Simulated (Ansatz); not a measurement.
Reactions of C3H9AlO, SMILES `CC(C)=[O+][AlH3-]`.

Program: Ansatz. Geometries: PBE0-D4/def2-TZVP. ΔE: electronic, gas phase. CCSD(T)/CBS is the MP2 limit (def2-TZVPP, def2-QZVPP) plus CCSD(T) − MP2 in def2-TZVPP, frozen cores. This one scheme is used for every species, atoms too. Functionals use def2-TZVPP. No spin–orbit coupling; open shells (•) take unrestricted orbitals. Spin–orbit coupling would lower the free atoms: a little for Al, C, O. Each species was taken in one conformer, which may not be the lowest.

```json
{"reaction": "`CC(C)=[O+][AlH3-]` → `CC(C)[O][AlH2]`", "CCSD(T)/CBS(def2) (kJ/mol)": "-106"}
{"reaction": "`CC(C)=[O+][AlH3-]` → `C[CH](C)[AlH][OH]`", "CCSD(T)/CBS(def2) (kJ/mol)": "?"}
{"reaction": "`CC(C)=[O+][AlH3-]` → `CC[CH](O)[AlH2]`", "CCSD(T)/CBS(def2) (kJ/mol)": "?"}
{"reaction": "`CC(C)=[O+][AlH3-]` → Al• + 3 C• + 9 H• + O•", "CCSD(T)/CBS(def2) (kJ/mol)": "5095"}
{"reaction": "`CC(C)=[O+][AlH3-]` → `CO[CH2][AlH][CH3]`", "CCSD(T)/CBS(def2) (kJ/mol)": "80"}
{"reaction": "`CC(C)=[O+][AlH3-]` → `C[CH]([AlH2])CO`", "CCSD(T)/CBS(def2) (kJ/mol)": "69"}
{"reaction": "`CC(C)=O` + `[AlH3]` → `CC(C)=[O+][AlH3-]`", "CCSD(T)/CBS(def2) (kJ/mol)": "-106"}
{"reaction": "`CC(C)=[O+][AlH3-]` → `[CH3][Al]([CH3])[CH2]O`", "CCSD(T)/CBS(def2) (kJ/mol)": "?"}
{"reaction": "`CC(C)=[O+][AlH3-]` → `C[CH2][Al]([CH3])[OH]`", "CCSD(T)/CBS(def2) (kJ/mol)": "-212"}
```

**Question.** Fill in the missing values. (An estimate is asked.)

**Answer.** The calculation gave: `CC(C)=[O+][AlH3-]` → `C[CH](C)[AlH][OH]`: -158.7 kJ/mol; `CC(C)=[O+][AlH3-]` → `CC[CH](O)[AlH2]`: +78.9 kJ/mol; `CC(C)=[O+][AlH3-]` → `[CH3][Al]([CH3])[CH2]O`: -2.1 kJ/mol.

Largest T1 diagnostic: 0.018, for Al•.
